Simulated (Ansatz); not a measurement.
**ZrS under changes of volume**

One of the cells (18.088 Å³/atom); the others are scaled copies at fixed shape and fractional positions:

```xyz
2
Lattice="0.0000 2.6250 2.6250 2.6250 0.0000 2.6250 2.6250 2.6250 0.0000" Properties=species:S:1:pos:R:3 pbc="T T T"
Zr    0.0000    0.0000    0.0000
S     2.6250    2.6250    2.6250
```

| Item | Value |
| --- | --- |
| Program | Ansatz 0.2.0 |
| Functional | LDA |
| Potentials or basis | all-electron LAPW, scalar-relativistic |
| Cutoff | 211 eV (chosen from the basis error) |
| Basis error allowed | 0.001 eV/atom |
| k mesh | 9 × 9 × 9 |
| Occupations | fermi-dirac, width 0.05 eV |
| Spin | no spin polarisation |

```tsv
volume (Å³/atom)	energy over the lowest point (meV/atom)	pressure (GPa)
17.003	0.00	-0.8
17.364	5.52	-3.9
17.726	17.58	-6.6
18.088	35.46	-9.1
18.450	?	?
18.811	86.17	-13.1
19.173	117.89	-14.8
```

Task: What does the run at 18.450 Å³/atom give?

Result: Energy over the lowest point 58.52 meV/atom; pressure -11.2 GPa.

Worked out: A Birch-Murnaghan fit of order 3 (a polynomial in V^(-2/3)) to the other rows has its minimum at 16.91 Å³/atom, just outside them, with B0 = V·E''(V) = 157 GPa and B' = 4.6. It gives 58.56 meV/atom at 18.450 Å³/atom, against the run's 58.52, and -dE/dV = -11.3 GPa, against -11.2.

Energies are extrapolated to zero smearing.
